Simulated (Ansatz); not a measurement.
**Tungsten, hcp under PBE: ground state and equation of state**

The plan for tungsten in the hcp structure: relax it, solve it on a dense k-mesh, switch on spin-orbit coupling, then scale the cell to 7 volumes from 88 to 112 % of the relaxed one and try a fit of the equation of state. The k-meshes are 13×13×7 for the relaxation; 21×21×11 for the dense run; 13×13×7 for spin-orbit coupling; 15×15×7 for the volumes.

This is W in the hcp structure; at room conditions it is bcc.

Method: DFT PBE, plane waves (420 eV) with PAW, scalar-relativistic, in Ansatz 0.2.0.

## (1) The system as given

The structure is hexagonal, space group P6_3/mmc (No. 194). Conventional cell: a = 2.819 Å, b = 2.819 Å, c = 4.604 Å, α = 90.00°, β = 90.00°, γ = 120.00°. W (site symmetry -6m2) is surrounded by 12 W at 2.82 Å.

As a file:

```xyz
2
Lattice="2.8194 0.0000 0.0000 -1.4097 2.4417 0.0000 0.0000 0.0000 4.6041" Properties=species:S:1:pos:R:3 pbc="T T T"
W     0.0000    1.6278    1.1510
W     1.4097    0.8139    3.4531
```

## (2) Geometry optimisation

File input.yaml:

```yaml
crystal:
  lattice:
    - [2.8194054199, 0.0, 0.0]
    - [-1.40970271, 2.4416767172, 0.0]
    - [0.0, 0.0, 4.6040890507]
  atoms:
    - { symbol: W, position: [0.3333333333, 0.6666666667, 0.25] }
    - { symbol: W, position: [0.6666666667, 0.3333333333, 0.75] }
hamiltonian:
  xc: pbe
  pseudopotentials:
    kind: paw
    azcp:
      W: "pseudopotentials/W.paw.azcp"
basis:
  ecutwfc: 420
  fft_grid_basis: typed
kpoints:
  mp_grid: { grid: [13, 13, 7], shift: [0, 0, 0] }
magnetization:
  spin_polarized: false
scf:
  occupations: { method: fermi_dirac, width: 0.1 }
relax:
  max_steps: 60
  f_tol: 0.01
  cell: {}
output:
  write_density: true
  write_potential: true
  elf: true
  volumetric_format: npy
```

On the command line:

```
$ ansatz run input.yaml --threads 1 --pin off --max-ram 3584MiB --backend cpu --events-out ev --progress --plain --runs-dir out
```

After this run come: Dense single point; Spin-orbit coupling switched on; Equation of state: 88 %; Equation of state: 92 %; Equation of state: 96 %; Equation of state: 100 %; Equation of state: 104 %; Equation of state: 108 %; Equation of state: 112 %.

Before running it: what results should come out? Wanted: space group; conventional cell; volume; shortest distance; gap on the mesh; relative to bcc; V₀, B₀, B₀′.

As calculated:

```
                      quantity                                   value
space group (spins left aside)                      P6_3/mmc (No. 194)
             conventional cell  a = 2.777 Å, c = 4.948 Å (c/a = 1.782)
                        volume                          16.529 Å³/atom
             shortest distance                                 2.777 Å
               gap on the mesh            none (levels filled in part)
               relative to bcc                           +503 meV/atom
                   V₀, B₀, B₀′            16.521 Å³/atom, 280 GPa, 4.0
```

**Reading.** The relaxation enlarged the cell by 4.3 % in volume. Against the reference form of tungsten (bcc, computed apart with the same settings) it stands 503 meV/atom higher, so it is far from stable. No gap shows: it is a metal or semimetal at this level. Totals with and without spin-orbit coupling (-24.7 eV/atom apart) can't be read as binding, since the two-component data shift the zero of energy. The fitted modulus is 280 GPa; letting shape and positions relax at each volume could only lower it. Relaxation kept the symmetry; phonons were not checked.
